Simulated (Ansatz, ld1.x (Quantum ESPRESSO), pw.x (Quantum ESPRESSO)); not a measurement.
## pw.x on sc Co: one setting changed

Potential: PAW, ld1.x (Quantum ESPRESSO) 7.5, PBE; core [Ne], reference 3s2 3p6 3d7 4s2 4p0; waves: 3s (bound): rcut 1.05, rcutus 1.10 bohr; 4s (bound): rcut 1.05, rcutus 1.10 bohr; 3p (bound): rcut 1.25, rcutus 1.30 bohr; 4p (bound, empty): rcut 1.25, rcutus 1.30 bohr; 3d (bound): rcut 1.50, rcutus 1.75 bohr; 3d channel at -0.15 Ry: rcut 1.50, rcutus 1.75 bohr; local part: all-electron potential smoothed inside 1.55 bohr (lloc = -2); core correction: a·sin(br)/r model core inside 0.55 bohr; augmentation: PSQ, inside the norm-conserving radii.

The reference run (k-mesh 14³, cutoffs 120/900 Ry, Fermi–Dirac 0.01 Ry, mixing_beta 0.4, conv_thr 1e-9, no spin) gives 0.99 GPa at 11.939 Å³/atom, where all-electron LAPW gives 0.51 GPa. This run, with its own iteration cap, changes degauss to 0.02.

```
&control
  calculation='scf', prefix='x', pseudo_dir='./', outdir='./tmp', tstress=.true., disk_io='none'
/
&system
  ibrav=0, nat=1, ntyp=1, ecutwfc=120, ecutrho=900, nbnd=17,
  occupations='smearing', smearing='fd', degauss=0.02
/
&electrons
  conv_thr=1e-09, mixing_beta=0.4, electron_maxstep=50
/
ATOMIC_SPECIES
Co 1.0 Co.UPF
CELL_PARAMETERS angstrom
  2.28554258 0.00000000 0.00000000
  0.00000000 2.28554258 0.00000000
  0.00000000 0.00000000 2.28554258
ATOMIC_POSITIONS crystal
Co 0.0000 0.0000 0.0000
K_POINTS automatic
14 14 14 0 0 0
```

```bash
pw.x < Co.scf.in > Co.scf.out
```

How does the run end?

It converges in 9 iterations; the free energy moves by -227.8 meV/atom and the pressure by +3.35 GPa. In a metal, with Fermi–Dirac smearing, F lies below its zero-width value by a term in the square of the width.

```
Message from routine setup:
     using ibrav=0 with symmetry is DISCOURAGED, use correct ibrav instead
     lattice parameter (alat)  =       4.3190  a.u.
     unit-cell volume          =      80.5684 (a.u.)^3
     number of electrons       =        17.00
     number of Kohn-Sham states=           17
     kinetic-energy cutoff     =     120.0000  Ry
     charge density cutoff     =     900.0000  Ry
     scf convergence threshold =      1.0E-09
     Exchange-correlation= SLA  PW   PBX  PBC
     number of k points=   120  Fermi-Dirac smearing, width (Ry)=  0.0200
     iteration #  1     ecut=   120.00 Ry     beta= 0.40
     total energy              =    -376.66920029 Ry
     estimated scf accuracy    <       0.00542428 Ry
     iteration #  2     ecut=   120.00 Ry     beta= 0.40
     total energy              =    -376.66967465 Ry
     estimated scf accuracy    <       0.00404317 Ry
     iteration #  3     ecut=   120.00 Ry     beta= 0.40
     total energy              =    -376.66955259 Ry
     estimated scf accuracy    <       0.00076460 Ry
     iteration #  4     ecut=   120.00 Ry     beta= 0.40
     total energy              =    -376.66958456 Ry
     estimated scf accuracy    <       0.00000177 Ry
     iteration #  5     ecut=   120.00 Ry     beta= 0.40
     total energy              =    -376.66958667 Ry
     estimated scf accuracy    <       0.00000222 Ry
     iteration #  6     ecut=   120.00 Ry     beta= 0.40
     total energy              =    -376.66958673 Ry
     estimated scf accuracy    <       0.00000020 Ry
     iteration #  7     ecut=   120.00 Ry     beta= 0.40
     total energy              =    -376.66958680 Ry
     estimated scf accuracy    <          2.5E-09 Ry
     iteration #  8     ecut=   120.00 Ry     beta= 0.40
     total energy              =    -376.66958680 Ry
     estimated scf accuracy    <          1.3E-09 Ry
     iteration #  9     ecut=   120.00 Ry     beta= 0.40
     the Fermi energy is    16.5524 ev
!    total energy              =    -376.66958680 Ry
     estimated scf accuracy    <          5.6E-10 Ry
     smearing contrib. (-TS)   =      -0.04135661 Ry
     The total energy is F=E-TS. E is the sum of the following terms:
     one-electron contribution =    -158.24589255 Ry
     hartree contribution      =      92.37038147 Ry
     xc contribution           =     -32.80809223 Ry
     ewald contribution        =    -189.85171791 Ry
     one-center paw contrib.   =     -88.09290897 Ry
     convergence has been achieved in   9 iterations
          total   stress  (Ry/bohr**3)                   (kbar)     P=       43.38
     Message from routine punch:
     Nothing written, as per user request (disk_io='none')
```

The run took about 40 s on one core of a shared host (Neoverse-V1, 64 threads, 495 GiB, load 25).
